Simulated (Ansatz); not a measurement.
**TaC: the crystal squeezed far**

An exercise on one series of results from a longer session: the logs are not shown, and one member is left open.

Method: DFT PBEsol, with the methods named in each step, in Ansatz 0.2.0.

### The system as given

The structure is cubic, space group Fm-3m (No. 225). Conventional cell: a = 4.309 Å, b = 4.309 Å, c = 4.309 Å, α = 90.00°, β = 90.00°, γ = 90.00°. Ta (site symmetry m-3m) is surrounded by 6 C at 2.15 Å. C (site symmetry m-3m) is surrounded by 6 Ta at 2.15 Å.

As a file:

```
CELL_PARAMETERS angstrom
0.00000 2.15443 2.15443
2.15443 0.00000 2.15443
2.15443 2.15443 0.00000
ATOMIC_POSITIONS crystal
Ta 0.00000 0.00000 0.00000
C 0.50000 0.50000 0.50000
```

Whether this phase is the stable one at these pressures isn't tested.

Atoms are numbered in the order of the input: Ta1, C2.

Set-up of the first run:

input.yaml

```yaml
crystal:
  lattice:
    - [0.0, 2.15443469, 2.15443469]
    - [2.15443469, 0.0, 2.15443469]
    - [2.15443469, 2.15443469, 0.0]
  atoms:
    - { symbol: Ta, position: [0.0, 0.0, 0.0] }
    - { symbol: C, position: [0.5, 0.5, 0.5] }
kpoints:
  mp_grid: { grid: [17, 17, 17] }
scf:
  occupations: { method: fermi_dirac, width: 0.05 }
hamiltonian:
  xc: pbesol
  pseudopotentials: { kind: paw }
output:
  forces: true
  stress: true
relax:
  f_tol: 0.005
  max_steps: 40
  cell: {}
```

Command:

```console
ansatz run input.yaml --threads 1 --pin off --max-ram 2048MiB --backend cpu --events-out ev --progress --plain --runs-dir out
```

Among the steps run: Cell relaxed at zero pressure, PAW; Volume scaled by 1, PAW; Volume scaled by 0.92, PAW; Volume scaled by 0.84, PAW; Volume scaled by 0.76, PAW; Volume scaled by 0.68, PAW; Volume scaled by 0.6, PAW; Volume scaled by 0.6, PAW (cutoff 250 eV); Volume scaled by 0.52, PAW; Volume scaled by 0.45, PAW; Volume scaled by 0.45, PAW (level accurate).

One table of the session follows, with a row left open; its other results are not shown here.

```
              method  volume over the first  volume (Å³/atom)  pressure (GPa)
                 PAW                      1            10.940            0.00
                 PAW                   0.92            10.065           34.13
                 PAW                   0.84             9.190           86.08
                 PAW                   0.76             8.315          166.20
                 PAW                   0.68             7.439          292.39
                 PAW                    0.6             6.564          496.38
                 PAW                   0.52             5.689          840.88
                 PAW                   0.45             4.923         1344.05
 PAW (cutoff 250 eV)                    0.6                 ?               ?
PAW (level accurate)                   0.45             4.923         1311.00
```

Estimate the missing values for PAW (cutoff 250 eV), 0.6.

The run gave: volume (Å³/atom): 6.564; pressure (GPa): 502.32.

To keep in mind: At pressures up to 1344 GPa the PAW spheres may overlap and frozen cores may not hold, so those PAW values are rough without an all-electron check. Warnings in the runs' records: cutoff below recommended, written density without core change.
